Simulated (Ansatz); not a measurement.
**WC (Qusongite) under changes of volume**

One of the cells (10.376 Å³/atom); the others are scaled copies at fixed shape and fractional positions:

```
W C
1.0
     2.90650    0.00000    0.00000
    -1.45325    2.51710    0.00000
     0.00000    0.00000    2.83660
W C
1 1
Direct
  0.00000 0.00000 0.00000
  0.66667 0.33333 0.50000
```

| Item | Value |
| --- | --- |
| Program | Ansatz 0.2.0 |
| Functional | LDA |
| Potentials or basis | all-electron LAPW, scalar-relativistic |
| Cutoff | 335 eV (chosen from the basis error) |
| Basis error allowed | 0.001 eV/atom |
| k mesh | 10 × 10 × 9 |
| Occupations | fermi-dirac, width 0.05 eV |
| Spin | no spin polarisation |

```csv
volume (Å³/atom),energy over the lowest point (meV/atom),pressure (GPa)
9.754,19.53,17.3
9.961,3.61,7.3
10.169,0.00,-1.7
10.376,7.46,-9.7
10.584,?,?
10.791,51.23,-23.5
10.999,85.59,-29.4
```

What does the run at 10.584 Å³/atom give?

Energy over the lowest point 24.88 meV/atom; pressure -17.0 GPa.

Worked out: A Birch-Murnaghan fit of order 3 (a polynomial in V^(-2/3)) to the other rows has its minimum at 10.13 Å³/atom with B0 = V·E''(V) = 427 GPa and B' = 4.4 at fixed shape and positions, which overstates the stiffness. It gives 24.95 meV/atom at 10.584 Å³/atom, against the run's 24.88, and -dE/dV = -17.0 GPa, against -17.0.

Energies are extrapolated to zero smearing.
